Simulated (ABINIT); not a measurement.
# SnTe (Fm-3m) in ABINIT: further runs

One crystal, SnTe, is run at these levels: PBEsol, OLYP, SOGGA, revPBE; tasks: band structure, equation of state.

Program: ABINIT 10.8.3 (patched build). These are calculated values, not measurements. Logs are shortened: lines on timing, memory, paths and dates and some standing lists are left out, and cuts for length are marked. The log counts tension as positive stress, the text compression.

### Step 1. The structure

It takes space group Fm-3m (No. 225, cubic). Conventional cell: a = 6.302 Å, b = 6.302 Å, c = 6.302 Å, α = 90.00°, β = 90.00°, γ = 90.00°. Te (site symmetry m-3m) has 6 Sn at 3.15 Å as nearest neighbours. Sn (site symmetry m-3m) has 6 Te at 3.15 Å as nearest neighbours.

### Step 2. Band structure, PBEsol

Contents of run.abi:

```
ndtset 2

pp_dirpath "./"
pseudos "Te.GGA_PBE-JTH.xml, Sn.GGA_PBE-JTH.xml"

acell 4.455974803 4.455974803 4.455974803 Angstrom
rprim
     0.0000000000     0.7071067812     0.7071067812
     0.7071067812     0.0000000000     0.7071067812
     0.7071067812     0.7071067812     0.0000000000
ntypat 2
znucl 52 50
natom 2
typat 1 2
xcart
     3.1508500000     3.1508500000     3.1508500000
     0.0000000000     0.0000000000     0.0000000000 Angstrom

ecut 15.0
pawecutdg 30.0

ixc -116133

occopt 3
tsmear 0.05 eV

nstep 100

iomode 3
prtwf 0
prteig 0
prtebands 0
enunit 1
prtden1 1
prtvha1 1
prtvclmb1 1
prtpot1 1

kptopt1 1
ngkpt1 7 7 7
nshiftk1 1
shiftk1 0.0 0.0 0.0
nband1 14
tolvrs1 1.0e-9

iscf2 -2
getden2 1
nband2 18
nbdbuf2 2
tolwfr2 1.0e-12
kptopt2 -9
ndivsm2 5
prteig2 1
kptbounds2
     0.0000000000     0.0000000000     0.0000000000
     0.5000000000     0.0000000000     0.5000000000
     0.5000000000     0.2500000000     0.7500000000
     0.3750000000     0.3750000000     0.7500000000
     0.0000000000     0.0000000000     0.0000000000
     0.5000000000     0.5000000000     0.5000000000
     0.6250000000     0.2500000000     0.6250000000
     0.5000000000     0.2500000000     0.7500000000
     0.5000000000     0.5000000000     0.5000000000
     0.3750000000     0.3750000000     0.7500000000
```

Potentials or basis: JTH PAW PBE v2.0.

On the command line:

```console
abinit run.abi > log 2>&1
```

run.abo:

```text
.Version 10.8.3 of ABINIT
 DATASET    1 : space group Fm -3 m (#225); Bravais cF (face-center cubic)
================================================================================
 Values of the parameters that define the memory need for DATASET  1.
     intxc =       0    ionmov =       0      iscf =      17    lmnmax =      18
     lnmax =       6     mgfft =      30  mpssoang =       3    mqgrid =    3001
     natom =       2  nloc_mem =       2    nspden =       1   nspinor =       1
    nsppol =       1      nsym =      48    n1xccc =       1    ntypat =       2
    occopt =       3   xclevel =       2
       mpw =        1187          nfft =       27000          nkpt =          20
 PAW method is used; the additional fine FFT grid is defined by:
   mgfftf=        45    nfftf =     91125
================================================================================
================================================================================

 DATASET    2 : space group Fm -3 m (#225); Bravais cF (face-center cubic)
================================================================================
 Values of the parameters that define the memory need for DATASET  2.
     intxc =       0    ionmov =       0      iscf =      -2    lmnmax =      18
     lnmax =       6     mgfft =      30  mpssoang =       3    mqgrid =    3001
     natom =       2  nloc_mem =       2    nspden =       1   nspinor =       1
    nsppol =       1      nsym =      48    n1xccc =       1    ntypat =       2
    occopt =       3   xclevel =       2
       mpw =        1211          nfft =       27000          nkpt =          87
 PAW method is used; the additional fine FFT grid is defined by:
   mgfftf=        45    nfftf =     91125
================================================================================
================================================================================

--------------------------------------------------------------------------------
------------- Echo of variables that govern the present computation ------------
--------------------------------------------------------------------------------
 -outvars: echo values of preprocessed input variables --------
            acell      8.4205720016E+00  8.4205720016E+00  8.4205720016E+00 Bohr
              amu      1.27600000E+02  1.18710000E+02
             ecut      1.50000000E+01 Hartree
           enunit           1
           getden1          0
           getden2          1
             iscf1         17
             iscf2         -2
                       outvar_i_n : Printing only first  50 k-points.
              ixc     -116133
           jdtset        1    2
                       outvar_i_n : Printing only first  50 k-points.
           kptopt1          1
           kptopt2         -9
         kptrlatt        7    0    0      0    7    0      0    0    7
          kptrlen1     5.89440040E+01
          kptrlen2     3.00000000E+01
            natom           2
            nband1         14
            nband2         18
           nbdbuf1          0
           nbdbuf2          2
           ndtset           2
           ndivsm1          0
           ndivsm2          5
            ngfft          30      30      30
          ngfftdg          45      45      45
             nkpt1         20
             nkpt2         87
            nstep         100
             nsym          48
           ntypat           2
           occopt           3
        pawecutdg      3.00000000E+01 Hartree
         pawxcdev           0
        prtebands           0
           prteig1          0
           prteig2          1
           prtpot1          1
           prtpot2          0
         prtvclmb1          1
         prtvclmb2          0
           prtvha1          1
           prtvha2          0
            prtwf           0
            rprim      0.0000000000E+00  7.0710678120E-01  7.0710678120E-01
                       7.0710678120E-01  0.0000000000E+00  7.0710678120E-01
                       7.0710678120E-01  7.0710678120E-01  0.0000000000E+00
           shiftk1     0.00000000E+00  0.00000000E+00  0.00000000E+00
           shiftk2     5.00000000E-01  5.00000000E-01  5.00000000E-01
          spgroup         225
           tolvrs1     1.00000000E-09
           tolvrs2     0.00000000E+00
           tolwfr1     0.00000000E+00
           tolwfr2     1.00000000E-12
           tsmear      1.83746611E-03 Hartree
            typat      1  2
           useylm           1
                       outvars : Printing only first  50 k-points.
           xangst      3.1508500000E+00  3.1508500000E+00  3.1508500000E+00
                      -5.7634123406E-11 -5.7634014089E-11 -5.7634123406E-11
            xcart      5.9542435638E+00  5.9542435638E+00  5.9542435638E+00
                      -1.0891270874E-10 -1.0891250217E-10 -1.0891270874E-10
             xred      4.9999999999E-01  4.9999999999E-01  4.9999999999E-01
[... 208 lines left out ...]
electrons: {nelect:   2.00000000E+01, charge:   0.00000000E+00, occopt:   3.00000000E+00, tsmear:   1.83746611E-03, }
meta: {optdriver: 0, ionmov: 0, optcell: 0, iscf: -2, paral_kgb: 0, }
...

 mkfilename : getden/=0, take file _DEN from output of DATASET   1.

 Real(R)+Recip(G) space primitive vectors, cartesian coordinates (Bohr,Bohr^-1):
 R(1)=  0.0000000  5.9542436  5.9542436  G(1)= -0.0839737  0.0839737  0.0839737
 R(2)=  5.9542436  0.0000000  5.9542436  G(2)=  0.0839737 -0.0839737  0.0839737
 R(3)=  5.9542436  5.9542436  0.0000000  G(3)=  0.0839737  0.0839737 -0.0839737
 Unit cell volume ucvol=  4.2219179E+02 bohr^3
 Angles (23,13,12)=  6.00000000E+01  6.00000000E+01  6.00000000E+01 degrees

 Coarse grid specifications (used for wave-functions):

 getcut: wavevector=  0.0000  0.0000  0.0000  ngfft=  30  30  30
         ecut(hartree)=     15.000   => boxcut(ratio)=   2.04574

 Fine grid specifications (used for densities):

 getcut: wavevector=  0.0000  0.0000  0.0000  ngfft=  45  45  45
         ecut(hartree)=     30.000   => boxcut(ratio)=   2.11927
--------------------------------------------------------------------------------

================================================================================
 Non-SCF case, kpt    1 (  0.00000  0.00000  0.00000), residuals and eigenvalues=
  5.94E-13  1.55E-13  9.08E-13  8.22E-13  6.45E-13  7.45E-13  1.64E-13  9.38E-13
  5.15E-13  6.46E-13  7.08E-13  5.87E-13  5.99E-13  6.32E-13  4.47E-13  6.78E-13
  1.17E-04  2.62E-09
 -8.3352E-01 -8.3352E-01 -8.3336E-01 -8.3336E-01 -8.3336E-01 -5.0535E-01
 -2.0777E-01 -1.1214E-01 -1.1214E-01 -1.1214E-01  9.1864E-02  9.1864E-02
  9.1864E-02  1.4165E-01  1.4165E-01  1.4165E-01  2.2118E-01  2.2439E-01
 Non-SCF case, kpt    2 (  0.03571  0.00000  0.03571), residuals and eigenvalues=
  8.16E-13  5.64E-13  8.25E-13  4.34E-13  5.72E-13  5.10E-13  6.48E-13  3.46E-13
  6.55E-13  3.84E-13  2.58E-13  3.13E-13  5.02E-13  8.21E-13  5.93E-13  2.56E-13
  1.55E-07  2.54E-04
[... 584 lines left out ...]
 Non-SCF case, kpt   86 (  0.38889  0.38889  0.72222), residuals and eigenvalues=
  5.79E-13  4.05E-13  4.52E-13  3.41E-13  5.49E-13  8.24E-13  5.80E-13  2.70E-13
  5.55E-13  7.94E-13  4.94E-13  8.23E-13  4.75E-13  5.00E-13  4.75E-13  2.91E-13
  2.87E-08  5.23E-04
 -8.3394E-01 -8.3347E-01 -8.3332E-01 -8.3306E-01 -8.3300E-01 -4.4636E-01
 -3.1279E-01 -2.1941E-01 -1.4884E-01 -1.2787E-01  6.6488E-02  7.2191E-02
  1.3113E-01  1.6107E-01  2.5780E-01  2.7662E-01  3.6648E-01  4.2667E-01
 Non-SCF case, kpt   87 (  0.37500  0.37500  0.75000), residuals and eigenvalues=
  6.40E-13  4.72E-13  6.38E-13  4.93E-13  5.32E-13  9.65E-13  5.21E-13  7.11E-13
  8.92E-13  6.80E-13  5.11E-13  6.17E-13  3.63E-13  4.52E-13  3.88E-13  8.95E-13
  3.43E-07  7.69E-05
 -8.3398E-01 -8.3345E-01 -8.3335E-01 -8.3303E-01 -8.3298E-01 -4.4564E-01
 -3.0808E-01 -2.2505E-01 -1.5329E-01 -1.3452E-01  7.7793E-02  7.8367E-02
  1.2150E-01  1.6975E-01  2.6835E-01  2.8550E-01  3.7244E-01  4.1121E-01

--- !ResultsGS
iteration_state: {dtset: 2, }
comment   : Summary of ground state results
lattice_vectors:
- [  0.0000000,   5.9542436,   5.9542436, ]
- [  5.9542436,   0.0000000,   5.9542436, ]
- [  5.9542436,   5.9542436,   0.0000000, ]
lattice_lengths: [   8.42057,    8.42057,    8.42057, ]
lattice_angles: [ 60.000,  60.000,  60.000, ] # degrees, (23, 13, 12)
lattice_volume:   4.2219179E+02
convergence: {deltae:  0.000E+00, res2:  0.000E+00, residm:  9.998E-13, diffor:  0.000E+00, }
etotal    :  -7.80706005E+01
entropy   :   0.00000000E+00
fermie    :  -3.24735696E-02
cartesian_stress_tensor: null
pressure_GPa: null
xred      :
- [  5.0000E-01,   5.0000E-01,   5.0000E-01, Te]
- [ -9.1458E-12,  -9.1458E-12,  -9.1458E-12, Sn]
cartesian_forces: null
force_length_stats: {min: null, max: null, mean: null, }
...

 Integrated electronic density in atomic spheres:
 ------------------------------------------------
 Atom  Sphere_radius  Integrated_density
    1        2.31107          3.14015676
    2        2.51086         11.80753997

================================================================================

 ----iterations are completed or convergence reached----

 Mean square residual over all n,k,spin=   60.374E-14; max=  99.985E-14
 reduced coordinates (array xred) for    2 atoms
       0.499999999991      0.499999999991      0.499999999991
      -0.000000000009     -0.000000000009     -0.000000000009

 cartesian coordinates (angstrom) at end:
    1      3.15085000000000     3.15085000000000     3.15085000000000
    2     -0.00000000005763    -0.00000000005763    -0.00000000005763
 length scales=  8.420572001616  8.420572001616  8.420572001616 bohr
              =  4.455974803000  4.455974803000  4.455974803000 angstroms
 Eigenvalues (   eV  ) for nkpt=  87  k points:
 kpt#   1, nband= 18, wtk=  1.00000, kpt=  0.0000  0.0000  0.0000 (reduced coord)
 -22.68111  -22.68111  -22.67681  -22.67681  -22.67681  -13.75135   -5.65365   -3.05152
  -3.05152   -3.05152    2.49975    2.49975    2.49975    3.85441    3.85441    3.85441
   6.01863    6.10606
 kpt#   2, nband= 18, wtk=  1.00000, kpt=  0.0357  0.0000  0.0357 (reduced coord)
 -22.68126  -22.68109  -22.67688  -22.67663  -22.67663  -13.73685   -5.74346   -3.07940
  -3.07940   -2.92536    2.22723    2.49668    2.49668    3.75246    3.93971    3.93971
   6.12179    6.25318
 kpt#   3, nband= 18, wtk=  1.00000, kpt=  0.0714  0.0000  0.0714 (reduced coord)
 -22.68170  -22.68084  -22.67699  -22.67616  -22.67616  -13.69356   -5.96951   -3.15976
  -3.15976   -2.59554    1.59274    2.49867    2.49867    3.50434    4.18034    4.18034
   6.17270    6.49166
 kpt#   4, nband= 18, wtk=  1.00000, kpt=  0.1071  0.0000  0.1071 (reduced coord)
 -22.68244  -22.68053  -22.67722  -22.67549  -22.67549  -13.62213   -6.25747   -3.28377
  -3.28377   -2.16062    0.85065    2.52499    2.52499    3.19658    4.54712    4.54712
   6.25194    6.77703
 kpt#   5, nband= 18, wtk=  1.00000, kpt=  0.1429  0.0000  0.1429 (reduced coord)
[... 317 lines left out ...]
  -3.72854   -3.02775    1.09778    1.29825    3.44495    4.35818    6.61097    7.33200
   9.94696   11.34820
 kpt#  85, nband= 18, wtk=  1.00000, kpt=  0.4028  0.4028  0.6944 (reduced coord)
 -22.69165  -22.68080  -22.67488  -22.66928  -22.66742  -12.18660   -8.65540   -5.69708
  -3.90176   -3.26899    1.46590    1.67284    3.92621    3.99103    6.75989    7.38338
   9.96561   11.69914
 kpt#  86, nband= 18, wtk=  1.00000, kpt=  0.3889  0.3889  0.7222 (reduced coord)
 -22.69279  -22.67995  -22.67569  -22.66862  -22.66698  -12.14603   -8.51144   -5.97055
  -4.05010   -3.47955    1.80922    1.96443    3.56815    4.38297    7.01503    7.52710
   9.97233   11.61025
 kpt#  87, nband= 18, wtk=  1.00000, kpt=  0.3750  0.3750  0.7500 (reduced coord)
 -22.69371  -22.67926  -22.67650  -22.66797  -22.66661  -12.12657   -8.38327   -6.12398
  -4.17116   -3.66056    2.11685    2.13248    3.30611    4.61922    7.30228    7.76895
  10.13462   11.18965

== END DATASET(S) ==============================================================
================================================================================

 -outvars: echo values of variables after computation  --------
            acell      8.4205720016E+00  8.4205720016E+00  8.4205720016E+00 Bohr
           etotal1    -7.8070600532E+01
            fcart1    -0.0000000000E+00 -0.0000000000E+00 -0.0000000000E+00
                      -0.0000000000E+00 -0.0000000000E+00 -0.0000000000E+00
            rprim      0.0000000000E+00  7.0710678120E-01  7.0710678120E-01
                       7.0710678120E-01  0.0000000000E+00  7.0710678120E-01
                       7.0710678120E-01  7.0710678120E-01  0.0000000000E+00
           strten1     1.6104198449E-05  1.6104198449E-05  1.6104198449E-05
                       0.0000000000E+00  0.0000000000E+00  0.0000000000E+00
           xangst      3.1508500000E+00  3.1508500000E+00  3.1508500000E+00
                      -5.7634123406E-11 -5.7634014089E-11 -5.7634123406E-11
             xred      4.9999999999E-01  4.9999999999E-01  4.9999999999E-01
                      -9.1457882934E-12 -9.1458229878E-12 -9.1457882934E-12
 Calculation completed.
```

Wall time 42 s (1 thread of Arm Neoverse V2, shared host); peak memory 0.13 GiB.

Results:

* Free energy: -2124.4093 eV
* Valence electrons inside the program's atomic spheres: Te 3.14; Sn 11.81

Levels at the corners of the path, in eV from the Fermi level:
```csv
point,band 7,band 8,band 9,band 10,band 11,band 12,band 13,band 14
Γ,-4.77,-2.17,-2.17,-2.17,3.38,3.38,3.38,4.74
X,-6.56,-5.64,-3.78,-3.78,2.07,4.93,4.93,6.32
W,-7.45,-4.89,-4.89,-0.86,0.80,4.57,4.57,6.10
K,-7.50,-5.24,-3.29,-2.78,3.00,3.02,4.19,5.50
Γ,-4.77,-2.17,-2.17,-2.17,3.38,3.38,3.38,4.74
L,-8.40,-1.83,-1.83,-0.10,0.07,0.30,0.30,7.78
U,-7.50,-5.24,-3.29,-2.78,3.00,3.02,4.19,5.50
W,-7.45,-4.89,-4.89,-0.86,0.80,4.57,4.57,6.10
L,-8.40,-1.83,-1.83,-0.10,0.07,0.30,0.30,7.78
K,-7.50,-5.24,-3.29,-2.78,3.00,3.02,4.19,5.50
```

Caveat: the cutoff is too short for stress, so the log's stress isn't used; this odd mesh misses L, where the gap lies, so gap, dielectric constants and Born charges aren't listed; the PAW data sets were made with another functional, which shifts forces and pressure a little; spin-orbit coupling is left out, which moves the levels of the heavy elements.

(Continued in part 2 of 3.)
